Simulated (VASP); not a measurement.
# ZnS (P6_3mc) in VASP: notebook, part 2 of 2

VASP 6.6.1.

**4. Single point, PBE**

This run uses another cell than the first one, of 20.19 Å³/atom, 1.042 times its volume.

File INCAR:

```
SYSTEM = ZnS
PREC = Accurate
ENCUT = 520
EDIFF = 1E-7
ISMEAR = 0
SIGMA = 0.05
LREAL = .FALSE.
LASPH = .TRUE.
NELM = 80
ALGO = Normal
ISIF = 2
LWAVE = .FALSE.
LCHARG = .TRUE.
GGA = PE
LELF = .TRUE.
LVHAR = .TRUE.
NBANDS = 26
```

File KPOINTS:

```
Automatic mesh
0
G
  10 10 6
  0 0 0
```

File POSCAR:

```
ZnS
1.0
    3.8457472826      0.0000000000      0.0000000000
   -1.9228736413      3.3305148432      0.0000000000
    0.0000000000      0.0000000000      6.3043756624
Zn S
2 2
Direct
    0.3333333333      0.6666666667      0.0052019370
    0.6666666667      0.3333333333      0.5052019370
    0.3333333333      0.6666666667      0.3797980630
    0.6666666667      0.3333333333      0.8797980630
```

Potentials or basis: VASP PAW PBE potentials, release 64 (Zn, S).

On the command line:

```bash
$ cat potpaw_PBE.64/Zn/POTCAR potpaw_PBE.64/S/POTCAR > POTCAR
$ mpirun -np 1 vasp_std > vasp.out
```

OUTCAR:

```text
SYSTEM = ZnS
   PREC = Accurate
   ENCUT = 520
   EDIFF = 1E-7
   ISMEAR = 0
   LREAL = .FALSE.
   LASPH = .TRUE.
   NELM = 80
   ISIF = 2
   GGA = PE

 ion  position               nearest neighbor table
   1  0.333  0.667  0.005-   4 2.36   4 2.36   4 2.36   3 2.36
   2  0.667  0.333  0.505-   3 2.36   3 2.36   3 2.36   4 2.36
   3  0.333  0.667  0.380-   2 2.36   2 2.36   2 2.36   1 2.36
   4  0.667  0.333  0.880-   1 2.36   1 2.36   1 2.36   2 2.36

  LATTYP: Found a hexagonal cell.
 ALAT       =     3.8457472826
 C/A-ratio  =     1.6393109581
[... 896 lines left out ...]
  Direction    XX          YY          ZZ          XY          YZ          ZX
  --------------------------------------------------------------------------------------
  -------------------------------------------------------------------------------------
  Total        0.0611122      0.0611122      0.0752890      0.0000000      0.0000000      0.0000000
  in kB        1.2125624      1.2125624      1.4938535      0.0000000      0.0000000      0.0000000
  external PRESSURE =       1.3063261 kB  Pullay stress =       0.0000000 kB

 VOLUME and BASIS-vectors are now :
 -----------------------------------------------------------------------------
  energy-cutoff  :      520.00
  volume of cell :       80.75
      direct lattice vectors                 reciprocal lattice vectors
     3.845747283  0.000000000  0.000000000     0.260027487  0.150126939  0.000000000
    -1.922873641  3.330514843  0.000000000     0.000000000  0.300253879  0.000000000
     0.000000000  0.000000000  6.304375662     0.000000000  0.000000000  0.158619989

 POSITION                                       TOTAL-FORCE (eV/Angst)
 -----------------------------------------------------------------------------------
     -0.00000      2.22034      0.03279        -0.000000     -0.000000      0.000997
      1.92287      1.11017      3.18498         0.000000      0.000000      0.000997
     -0.00000      2.22034      2.39439         0.000000     -0.000000     -0.000997
      1.92287      1.11017      5.54658         0.000000      0.000000     -0.000997
 -----------------------------------------------------------------------------------
    total drift:                               -0.000000     -0.000000     -0.000197

  FREE ENERGIE OF THE ION-ELECTRON SYSTEM (eV)
  ---------------------------------------------------
  free  energy   TOTEN  =       -13.6938112416 eV

  energy  without entropy=      -13.6938112416  energy(sigma->0) =      -13.69381124
```

OSZICAR:

```text
N       E                     dE             d eps       ncg     rms          rms(c)
DAV:   1     0.247138880005E+03    0.24714E+03   -0.17212E+04  2912   0.167E+03
DAV:   2     0.108209156517E+02   -0.23632E+03   -0.22558E+03  3012   0.352E+02
DAV:   3    -0.139267650023E+02   -0.24748E+02   -0.24501E+02  3472   0.113E+02
DAV:   4    -0.145387921310E+02   -0.61203E+00   -0.61064E+00  3334   0.178E+01
DAV:   5    -0.145483974852E+02   -0.96054E-02   -0.96026E-02  3572   0.220E+00    0.936E+00
DAV:   6    -0.137027923618E+02    0.84561E+00   -0.16344E+00  4394   0.364E+01    0.724E+00
DAV:   7    -0.136983892581E+02    0.44031E-02   -0.11674E+00  3106   0.631E+00    0.337E+00
DAV:   8    -0.136928043662E+02    0.55849E-02   -0.34915E-02  3602   0.187E+00    0.915E-01
DAV:   9    -0.136934231171E+02   -0.61875E-03   -0.80882E-03  3922   0.134E+00    0.220E-01
DAV:  10    -0.136935864922E+02   -0.16338E-03   -0.64079E-04  3394   0.320E-01    0.915E-02
DAV:  11    -0.136938092680E+02   -0.22278E-03   -0.36282E-04  3026   0.120E-01    0.575E-02
DAV:  12    -0.136938079595E+02    0.13085E-05   -0.11314E-05  3492   0.278E-02    0.107E-02
DAV:  13    -0.136938112119E+02   -0.32523E-05   -0.50091E-06  3036   0.146E-02    0.278E-03
DAV:  14    -0.136938112416E+02   -0.29700E-07   -0.39836E-07  3526   0.131E-02
   1 F= -.13693811E+02 E0= -.13693811E+02  d E =-.312296E-16
```

It took 2.3 min on 1 thread of Intel Xeon Platinum 8488C (Sapphire Rapids), shared host; peak memory 0.24 GiB.

Results:

- Free energy: -13.6938 eV
- Pressure: 0.1 GPa
- Band gap on the k mesh: 2.08 eV, direct

**5. Single point, PBE**

This run uses another cell than the first one, of 20.19 Å³/atom, 1.042 times its volume.

File INCAR:

```
PREC     = Accurate       # precision mode
ENCUT    = 520            # plane-wave cutoff, eV
EDIFF    = 1E-6           # SCF threshold, eV
ISMEAR   = 0              # smearing method
SIGMA    = 0.05           # smearing width, eV
LREAL    = False          # projectors in reciprocal space
LASPH    = True           # aspherical terms in the spheres
NELM     = 100            # most SCF steps
ALGO     = Normal         # electronic algorithm
ISIF     = 2              # what is computed and relaxed
LWAVE    = False          # write WAVECAR
LCHARG   = False          # write CHGCAR
GGA      = PE             # functional
NBANDS   = 26             # bands
```

File KPOINTS:

```
regular mesh
0
Gamma
  10 10 6
```

POSCAR is that of step 4.

Potentials or basis: VASP PAW PBE potentials, release 64 (Zn, S).

On the command line:

```bash
$ cat potpaw_PBE.64/Zn/POTCAR potpaw_PBE.64/S/POTCAR > POTCAR
$ mpirun -np 1 vasp_std > vasp.out
```

OUTCAR:

```text
PREC = Accurate
   ENCUT = 520
   EDIFF = 1E-6
   ISMEAR = 0
   LREAL = False
   LASPH = True
   NELM = 100
   ISIF = 2
   GGA = PE

 ion  position               nearest neighbor table
   1  0.333  0.667  0.005-   4 2.36   4 2.36   4 2.36   3 2.36
   2  0.667  0.333  0.505-   3 2.36   3 2.36   3 2.36   4 2.36
   3  0.333  0.667  0.380-   2 2.36   2 2.36   2 2.36   1 2.36
   4  0.667  0.333  0.880-   1 2.36   1 2.36   1 2.36   2 2.36

  LATTYP: Found a hexagonal cell.
 ALAT       =     3.8457472826
 C/A-ratio  =     1.6393109581

  Lattice vectors:

 A1 = (   3.8457472826,   0.0000000000,   0.0000000000)
 A2 = (  -1.9228736413,   3.3305148432,   0.0000000000)
 A3 = (   0.0000000000,   0.0000000000,   6.3043756624)

Analysis of symmetry for initial positions (statically):
=====================================================================
 Subroutine PRICEL returns:
 Original cell was already a primitive cell.

 Routine SETGRP: Setting up the symmetry group for a
 hexagonal supercell.

 Subroutine GETGRP returns: Found 12 space group operations
 (whereof  6 operations were pure point group operations)
 out of a pool of 24 trial point group operations.

The static configuration has the point symmetry C_3v.
 The point group associated with its full space group is C_6v.

Analysis of symmetry for dynamics (positions and initial velocities):
=====================================================================
 Subroutine PRICEL returns:
 Original cell was already a primitive cell.

 Routine SETGRP: Setting up the symmetry group for a
 hexagonal supercell.

 Subroutine GETGRP returns: Found 12 space group operations
 (whereof  6 operations were pure point group operations)
 out of a pool of 24 trial point group operations.

The dynamic configuration has the point symmetry C_3v.
 The point group associated with its full space group is C_6v.

[... 119 lines left out ...]
   IALGO  =     38    algorithm
   IMIX   =      4    mixing-type and parameters
     AMIX     =   0.40;   BMIX     =  1.00
     AMIX_MAG =   1.60;   BMIX_MAG =  1.00
  volume/ion in A,a.u.               =      20.19       136.23
  Fermi-wavevector in a.u.,A,eV,Ry     =   1.250636  2.363359 21.280742  1.564090
  Thomas-Fermi vector in A             =   2.384621
   LORBIT       =      0    0 simple, 1 ext, 2 COOP (PROOUT), +10 PAW based schemes
   GGA     = PE    functional components
   LHFCALC =     F    Hartree Fock is set to
   AEXX    =    0.0000 exact exchange contribution
   IVDW    =     0    specifies the selected vdW correction
   LEPSILON=     F    determine dielectric tensor
   LRPA    =     F    only Hartree local field effects (RPA)
 non-spin polarized calculation
 Gauss-broadening in eV      SIGMA  =   0.05
  energy-cutoff  :      520.00
  volume of cell :       80.75
 maximum number of plane-waves:      2192
 NGX is ok and might be reduce to    30
   NGX = 15   NGY = 15   NGZ = 23

 number of electron      36.0000011 magnetization

 Free energy of the ion-electron system (eV)
  ---------------------------------------------------
  ext. energy  EPLUGINS =         0.00000000
  ---------------------------------------------------
  free energy    TOTEN  =       -13.69381124 eV

  energy without entropy =      -13.69381124  energy(sigma->0) =      -13.69381124

 E-fermi :   2.1801     XC(G=0):  -9.5158

 val. band max:        1.9120673640   @ k =   0.0000   0.0000   0.0000
 cond. band min:       3.9944634021   @ k =   0.0000   0.0000   0.0000
 fundamental gap:      2.0823960381
 Fermi energy:         2.1800834599

 k-point     1 :       0.0000    0.0000    0.0000
  band No.  band energies     occupation
      1     -11.0943      2.00000
      2     -10.2049      2.00000
      3      -4.3422      2.00000
      4      -4.3306      2.00000
      5      -4.3306      2.00000
      6      -4.2525      2.00000
[... 685 lines left out ...]
     25      11.0839      0.00000
     26      12.4573      0.00000

 [... further k-points ...]

------------------------ aborting loop because EDIFF is reached ----------------------------------------

  FORCE on cell =-STRESS in cart. coord.  units (eV):
  Direction    XX          YY          ZZ          XY          YZ          ZX
  --------------------------------------------------------------------------------------
  -------------------------------------------------------------------------------------
  Total        0.0608906      0.0608906      0.0750424      0.0000000      0.0000000      0.0000000
  in kB        1.2081653      1.2081653      1.4889603      0.0000000      0.0000000      0.0000000
  external PRESSURE =       1.3017637 kB  Pullay stress =       0.0000000 kB

 VOLUME and BASIS-vectors are now :
 -----------------------------------------------------------------------------
  energy-cutoff  :      520.00
  volume of cell :       80.75
      direct lattice vectors                 reciprocal lattice vectors
     3.845747283  0.000000000  0.000000000     0.260027487  0.150126939  0.000000000
    -1.922873641  3.330514843  0.000000000     0.000000000  0.300253879  0.000000000
     0.000000000  0.000000000  6.304375662     0.000000000  0.000000000  0.158619989

 POSITION                                       TOTAL-FORCE (eV/Angst)
 -----------------------------------------------------------------------------------
     -0.00000      2.22034      0.03279         0.000000     -0.000000      0.000992
      1.92287      1.11017      3.18498        -0.000000      0.000000      0.000992
     -0.00000      2.22034      2.39439         0.000000      0.000000     -0.000992
      1.92287      1.11017      5.54658         0.000000      0.000000     -0.000992
 -----------------------------------------------------------------------------------
    total drift:                               -0.000000     -0.000000     -0.000171

  FREE ENERGIE OF THE ION-ELECTRON SYSTEM (eV)
  ---------------------------------------------------
  free  energy   TOTEN  =       -13.6938112400 eV

  energy  without entropy=      -13.6938112400  energy(sigma->0) =      -13.69381124
```

OSZICAR:

```text
N       E                     dE             d eps       ncg     rms          rms(c)
DAV:   1     0.247138880005E+03    0.24714E+03   -0.17212E+04  2912   0.167E+03
DAV:   2     0.108209156517E+02   -0.23632E+03   -0.22558E+03  3012   0.352E+02
DAV:   3    -0.139267650023E+02   -0.24748E+02   -0.24501E+02  3472   0.113E+02
DAV:   4    -0.145387921310E+02   -0.61203E+00   -0.61064E+00  3334   0.178E+01
DAV:   5    -0.145483974852E+02   -0.96054E-02   -0.96026E-02  3572   0.220E+00    0.936E+00
DAV:   6    -0.137027923618E+02    0.84561E+00   -0.16344E+00  4394   0.364E+01    0.724E+00
DAV:   7    -0.136983892581E+02    0.44031E-02   -0.11674E+00  3106   0.631E+00    0.337E+00
DAV:   8    -0.136928043662E+02    0.55849E-02   -0.34915E-02  3602   0.187E+00    0.915E-01
DAV:   9    -0.136934231171E+02   -0.61875E-03   -0.80882E-03  3922   0.134E+00    0.220E-01
DAV:  10    -0.136935864922E+02   -0.16338E-03   -0.64079E-04  3394   0.320E-01    0.915E-02
DAV:  11    -0.136938092680E+02   -0.22278E-03   -0.36282E-04  3026   0.120E-01    0.575E-02
DAV:  12    -0.136938079595E+02    0.13085E-05   -0.11314E-05  3492   0.278E-02    0.107E-02
DAV:  13    -0.136938112108E+02   -0.32512E-05   -0.49983E-06  2932   0.146E-02    0.286E-03
DAV:  14    -0.136938112400E+02   -0.29189E-07   -0.40007E-07  2348   0.134E-02
   1 F= -.13693811E+02 E0= -.13693811E+02  d E =-.312347E-16
```

It took 2.2 min on 1 thread of Intel Xeon Platinum 8488C (Sapphire Rapids), shared host; peak memory 0.25 GiB.

What came out:

```yaml
Free_energy: -13.6938 eV
Pressure: 0.1 GPa
Band_gap_on_the_k_mesh: 2.08 eV, direct
```

**6. The runs side by side**

```csv
cell,gap on the mesh (eV),pressure (GPa),largest force (eV/Å)
"a = 3.794, b = 3.794, c = 6.219 Å, angles 90.0, 90.0, 120.0°, 4 atoms",2.27,3.2,0.01
"a = 3.820, b = 3.820, c = 6.262 Å, angles 90.0, 90.0, 120.0°, 4 atoms",2.17,1.6,0.01
"a = 3.846, b = 3.846, c = 6.304 Å, angles 90.0, 90.0, 120.0°, 4 atoms",2.08,0.1,-
```

Alike in all rows: task single point; level PBE; potentials or basis VASP PAW PBE potentials, release 64 (Zn, S); no spin polarisation; k mesh 10 × 10 × 6; cutoff (eV) 520; smearing gaussian 0.05 eV.

Total energies depend on the potentials used, so only differences within one code and one set of settings carry meaning.

**7. Against experiment**

Step 4. Against the measured gap of ZnS, 3.911 eV (direct; 4 K; a printed reference work, monograph), the calculated 2.08 eV is off by -1.83 eV. The value is that of PBE, without temperature or zero-point motion. Semilocal functionals fall short of measured gaps as a rule.

Step 5. A measured gap of ZnS is 3.911 eV (direct; 4 K; a printed reference work, monograph); the calculated 2.08 eV misses it by -1.83 eV. The value is that of PBE, without temperature or zero-point motion. Semilocal functionals fall short of measured gaps as a rule.
